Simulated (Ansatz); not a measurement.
**Ti: stress in a strained cell**

Ti is deformed so: equal xy, yz and zx engineering shear strains of -2 %. What stress and forces result, by LAPW, PAW and all-electron datasets made for the crystal?

Computed with Ansatz 0.2.0 (DFT PBE, scalar-relativistic, unless a step's input says otherwise).

## Step 1: Starting point

Symmetry: Im-3m, No. 229, cubic system. The conventional cell has a = 3.282 Å, b = 3.282 Å, c = 3.282 Å, α = 90.00°, β = 90.00°, γ = 90.00°. Around Ti (site symmetry m-3m) lie 8 Ti at 2.84 Å.

Structure file:

```xyz
1
Lattice="-1.6410 1.6410 1.6410 1.6410 -1.6410 1.6410 1.6410 1.6410 -1.6410" Properties=species:S:1:pos:R:3 pbc="T T T"
Ti    0.0000    0.0000    0.0000
```

## Step 2: After the deformation

Space group Im-3m before, R-3m after.

## Step 3: All-electron LAPW

input.yaml reads:

```yaml
crystal:
  lattice:
    - [-1.67382, 1.641, 1.641]
    - [1.641, -1.67382, 1.641]
    - [1.641, 1.641, -1.67382]
  atoms:
    - { symbol: Ti, position: [0.0, 0.0, 0.0] }
kpoints:
  mp_grid: { grid: [17, 17, 17] }
scf:
  occupations: { method: fermi_dirac, width: 0.08 }
hamiltonian:
  xc: pbe
  pseudopotentials: { kind: all_electron, lapw: { basis_error: 0.001 } }
output:
  forces: true
  stress: true
  eigenvalues: true
```

## Step 4: Frozen-core PAW

input.yaml, as its differences from that of step 3:

```diff
@@ -13,3 +13,3 @@
   xc: pbe
-  pseudopotentials: { kind: all_electron, lapw: { basis_error: 0.001 } }
+  pseudopotentials: { kind: paw }
 output:
@@ -18 +18,2 @@
   eigenvalues: true
+  efg: { contact_densities: true }
```

## Step 5: All-electron PAW on datasets made for the crystal

input.yaml, as its differences from that of step 4:

```diff
@@ -13,3 +13,3 @@
   xc: pbe
-  pseudopotentials: { kind: paw }
+  pseudopotentials: { kind: all_electron, datasets: crystal }
 output:
```

(Steps that only read results are left out.)

**Question.** What will these runs give? Wanted: pressure; largest shear or deviatoric stress.

The runs gave:

```
                                 quantity                                              value
                                 pressure  LAPW -2.23, PAW -2.22, crystal datasets -2.23 GPa
largest shear or deviatoric stress (LAPW)                                           0.68 GPa
```

In words: The largest part of the stress beyond the pressure is 0.68 GPa in size. No run of the undeformed cell stands beside it, so the pressure holds what the given cell had before the change. PAW: stress within 0.01 GPa of LAPW. Crystal datasets: stress within 0.01 GPa of LAPW.
